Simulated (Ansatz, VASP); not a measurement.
# One calculation of Ag, two programs

```xyz
1
Lattice="0.0000 2.0427 2.0427 2.0427 0.0000 2.0427 2.0427 2.0427 0.0000" Properties=species:S:1:pos:R:3 pbc="T T T"
Ag    0.0000    0.0000    0.0000
```

Alike in both runs: task relaxation of cell and atoms; functional PBEsol; k mesh 18 × 18 × 18; occupations gaussian, width 0.1 eV; no spin polarisation.

```csv
,VASP,Ansatz
version,VASP 6.6.1,Ansatz 0.2.0
potentials or method,"VASP PAW PBE potentials, release 64 (Ag)","scalar-relativistic, plane waves, PAW"
plane-wave cutoff (eV),600,420
valence electrons in the cell,11,19
```

```csv
,VASP,Ansatz,Ansatz less VASP
"gap on the k mesh at the Fermi level, each at its own relaxed structure (eV)",none,none,-
relaxed volume (Å³/atom),16.63,16.66,+0.031
relaxed cell length with the largest relative difference (Å),2.865,2.867,+0.0018
energy change over the relaxation (meV/atom),-4,-3,+0.6
```

A gap of «none» marks a metal or a gap that the smearing closes. The two sets of potentials don't hold the same shells in valence.

Caveats: the PAW data sets were made with another functional, which shifts forces and pressure a little (VASP).
